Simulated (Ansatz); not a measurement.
Relaxed sheet of HfS₂, cell area A = 11.338 Å²:

```yaml
crystal:
  lattice:
    - [3.61833, 0.00000, 0.00000]
    - [-1.80917, 3.13357, 0.00000]
    - [0.00000, 0.00000, 31.82442]
  periodic: [true, true, false]
  atoms:
    - { symbol: S, position: [0.66667, 0.33333, 0.45427] }
    - { symbol: Hf, position: [0.00000, 0.00000, 0.50000] }
    - { symbol: S, position: [0.33333, 0.66667, 0.54573] }
```

These are results of Ansatz, DFT PBE+D3(BJ), scalar-relativistic, plane waves, PAW, not measurements. Plane waves to 420 eV, a k mesh through Γ of 9×9×1 on the computed 3-atom cell and Gaussian smearing (0.02 eV); no spin polarisation. No periodic images along c.

Under biaxial strain, atoms relaxed, stress positive in compression; ΔE is the free energy at this smearing, of which the stress is the derivative:

```csv
strain (%),σxx (N/m),σyy (N/m),ΔE (meV/cell),thickness (Å)
-2,2.121,2.121,28.71,2.974
+2,-1.797,-1.797,26.58,2.845
```

(1) Which in-plane elastic constants follow from the stresses?

(2) Do the energies agree?

(3) The unstrained thickness between the outer atoms is 2.911 Å. How does it respond?

## Answers

(1) With εxx = εyy = ε the tension along x is (C11 + C12)ε. The central difference gives C11 + C12 = (2.121 − (-1.797))/0.04 = 98.0 N/m and C22 + C12 = 98.0 N/m. The layer modulus for a change of area, (C11 + C22 + 2C12)/4, is 49.0 N/m.

(2) The second difference [ΔE(−ε) + ΔE(+ε)]/(A·ε²) = (28.71 + 26.58) meV/(11.338 Å² × 0.0004) × 16.02 N/m per eV/Å² = 195.3 N/m should equal C11 + C22 + 2C12 = 195.9 N/m; they differ by 0.3 %, so the two routes agree. The stress in compression and in tension differ in size because of the third-order constants.

(3) d ln t/dε = (2.845 − 2.974)/(2.911 × 0.04) = -1.11: the sheet thins as it is stretched, as its bonds turn towards the plane.

The sheet resists a change of area with a layer modulus of 49.0 N/m, and it does so by bending its bond angles as well as by stretching its bonds. In the octahedral layer each Hf–S bond is inclined to the plane, so in-plane tension can be met partly by flattening the S–Hf–S sandwich. Bonds of fixed length would, in this geometry, require a markedly stronger thinning than the computed -1.11. The Hf–S bonds therefore lengthen too, though by a smaller fraction than the lattice itself.

The larger stress and energy cost in compression are the usual mark of anharmonic bonding: short-range repulsion rises faster on shortening than the attraction changes on stretching. Hf(IV) has an empty d shell, so the restoring forces probably come mainly from polar Hf–S bonding and S–S repulsion, with little direct metal–metal bonding.

Equal biaxial strain fixes only the sum C11 + C12, so neither Young's modulus nor the in-plane Poisson ratio follows without a uniaxial or shear deformation.
